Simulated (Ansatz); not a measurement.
input.yaml (Ansatz 0.2.0):

```yaml
crystal:
  lattice:
    - [0.0, 2.6462970824, 2.6462970824]
    - [2.6462970824, 0.0, 2.6462970824]
    - [2.6462970824, 2.6462970824, 0.0]
  atoms:
    - { symbol: Na, position: [0.0, 0.0, 0.0] }
basis:
  ecutwfc: 420
  ecutrho_ratio: 4
kpoints:
  mp_grid: { grid: [14, 14, 14] }
  band_path:
    path:
      - [[0.0, 0.0, 0.0], [0.5, 0.0, 0.5], [0.625, 0.25, 0.625]]
      - [[0.375, 0.375, 0.75], [0.0, 0.0, 0.0], [0.5, 0.5, 0.5], [0.5, 0.25, 0.75], [0.5, 0.0, 0.5]]
    npoints: 10
hamiltonian:
  xc: pbe
scf:
  occupations: { method: gaussian, width: 0.05 }
  n_extra_bands: 21
output:
  forces: true
  stress: true
  eigenvalues: true
  populations: true
  dos: { projected: true, de: 0.02, nscf_kmesh: { grid: [21, 21, 21] } }
  bader: true
magnetization:
  noncollinear: true
  spin_orbit: true
checkpoint:
  read: start.run
```

The folder start.run holds the converged state of an earlier run on the same cell; the run starts from that state's density and uses only the symmetry operations that the state has.

At room temperature and ambient pressure Na is bcc.

The output:

```
scf.n_extra_bands = 21 over 9 filled bands (N_el = 9.0): the run solves 30 bands
Pseudopotentials: kind: paw_fr
Pseudopotential: Na, paw_fr, valence charge 9, recommended cutoff 420 eV (normal), Na.paw.azcp#standard-fr
Crystal: 1 atoms, lattice volume = 37.063 Å³
Basis set: ecut = 420 eV, 725 PW (Γ), exchange–correlation on 54×54×54 points (8 copies of the dense FFT grid, shifted against one another)
Bands: 30, of which v1, the nominal top of the filled ones, is band 9 counted from 1 (8 counted from 0)
Symmetry: 48 space group operations + 48 with time reversal
Magnetic group: BNS 225.117 (UNI 1619), of the structure as read, at distance tolerance 3.3e-5 Å
k-points: 104 of 2744
Projection manifold: j_resolved (fully-relativistic pseudo-atomic orbitals)
Initial density: read from a saved state, or passed on in memory by an earlier SCF of this step, an earlier step, the calling program or the single point that the run made first
Initial wavefunctions: pseudopotential atomic-orbital guess
Functional: x = pbe(κ = 0.804, μ = 0.21951), c = pbe(β = 0.06672)
iter 1 solved again at ethr=1.04e-8 eV; its pass at ethr=3.10e-3 eV (dr2=9.40e-7 eV) is discarded
```

```
SCF iter   1: F=—  HF=-1486.440979 eV  |F-HF|=—  |Δ(HF+E_count)|=         —  Δρ=7.54e-6  dr2=9.63e-9  dr2_m=0.00e0 (ungated)  |M|=0.00e0 ∫|m|=0.00e0 μB
SCF iter   2: F=-1486.440979 eV  HF=-1486.440979 eV  |F-HF|=3.63e-9  |Δ(HF+E_count)|=   9.74e-9  Δρ=5.13e-6  dr2=4.03e-9  dr2_m=0.00e0 (ungated)  |M|=0.00e0 ∫|m|=0.00e0 μB
```

```
SCF 1 converged in 2 iterations: F = -1486.440979 eV  dr2 = 4.03e-9
NSCF: frozen V_eff on 62 k-points
NSCF: frozen V_eff on 286 k-points
SCF converged after 2 iterations
Magnetization: |M| = 0.0000 μB,  M = (+0.0000, +0.0000, +0.0000) μB
Absolute magnetization: 0.0000 μB (∫|m|)
  site 0: m = (+0.0000, +0.0000, +0.0000) μB, |m| = 0.0000 μB  (R = 1.54 Å)
Free energy (F): -1486.440979 eV
E sigma→0 (E₀):  -1486.440766 eV
Entropy (-TS):   -0.000425 eV (-0.425 meV/atom)
Fermi energy:    1.726880 eV
--- Per-component energies (eV) ---
  E_band       = -241.077122
  E_kinetic    = 120.163367
  E_local      = -1442.794739  (includes V_loc(G=0)·N_el)
  E_nonlocal   = 115.095967
  E_hartree    = 527.821644
  E_xc         = -38.352450
  E_vxc        = -49.277669  (∫ρ·V_xc dr)
  E_paw        = -263.172962  (= ΣΔE_a)
  E_vpaw       = -39.905927  (= ΣTr[D̂ρ^β])
  E_aug_tail   = -0.000029  (compensation charges beyond the density's cutoff)
  E_ewald      = -505.201353
  E_smearing   = -0.000425  (= −TS)
--- Forces (eV/Å), atoms counted from 1 ---
  atom   1  Na     0.00000000     0.00000000     0.00000000
--- Stress (GPa, compression-positive) ---
       -0.013400       0.000000       0.000000
        0.000000      -0.013400       0.000000
        0.000000       0.000000      -0.013400
  P = ⅓ Tr σ = -0.0134 GPa (-0.134 kbar)
--- Löwdin populations: 1 site ---
  site symbol       q [e]
     0     Na      8.9626
--- Bader charges: 1 site ---
  site symbol  charge [e]  shift [e] shared [e]  m_x [muB]  m_y [muB]  m_z [muB]
     0     Na      0.0025     0.0000     0.0000     0.0000     0.0000     0.0000
  maxima off the nuclei: 2, with 0.0025 electrons
  on the straight line to a nucleus their density falls by 1.9e-5 of itself; PAW files or a low cutoff
  can make one that falls by little (a run on other files and one at a higher cutoff tell): if they did, read the shared
  charge, to which what the maxima have on the atom's side is counted
  estimated error of the sums over rays = 2.6e-5 e
```

In short (PBE+SOC): pressure 0.0 GPa, gap on the mesh zero (metallic).
